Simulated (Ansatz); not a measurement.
MoS2:

```
Mo S
1.0
     1.58000    0.91221    6.15000
    -1.58000    0.91221    6.15000
     0.00000   -1.82443    6.15000
Mo S
1 2
Direct
  0.00000 0.00000 0.00000
  0.41700 0.41700 0.41700
  0.25000 0.25000 0.25000
```

Measurements of this composition are mostly on another form, of space group No. 194.

```yaml
Program: Ansatz 0.2.0
Task: relaxation of cell and atoms
Functional: PBEsol
Potentials_or_basis: Ansatz PAW
Cutoff: "420 eV (not typed: the program's choice for these potentials)"
k_mesh: 10 × 10 × 10
Occupations: fermi-dirac, width 0.05 eV
Spin: no spin polarisation
```

At the start: volume 17.73 Å³/atom.

Q: How do energy, volume and symmetry change on relaxing?

A: It ends after 6 steps and the volume is 17.91 Å³/atom (+1.0 %); space group R3m (No. 160, to 0.05 Å).

The path:
| step | energy change (eV) | largest force (eV/Å) | volume (Å³) |
| --- | --- | --- | --- |
| 1 | 0.0000 | 0.2595 | 53.18 |
| 2 | -0.0054 | 0.0162 | 53.12 |
| 3 | -0.0059 | 0.0031 | 53.34 |
| 4 | -0.0061 | 0.0096 | 53.62 |
| 5 | -0.0061 | 0.0004 | 53.72 |
| 6 | -0.0061 | 0.0004 | 53.72 |

Final structure:
```yaml
crystal:
  lattice:
    - [1.57158, 0.90735, 6.27933]
    - [-1.57158, 0.90735, 6.27933]
    - [0.00000, -1.81470, 6.27933]
  atoms:
    - { symbol: Mo, position: [0.00010, 0.00010, 0.00010] }
    - { symbol: S, position: [0.41616, 0.41616, 0.41616] }
    - { symbol: S, position: [0.25074, 0.25074, 0.25074] }
```

Caveat: the plane-wave basis is chosen anew once the cell has moved, so the energies of steps on either side of that aren't comparable; the PAW data sets come from PBE, with cores solved anew for the run's functional, which leaves a small shift of forces and pressure.
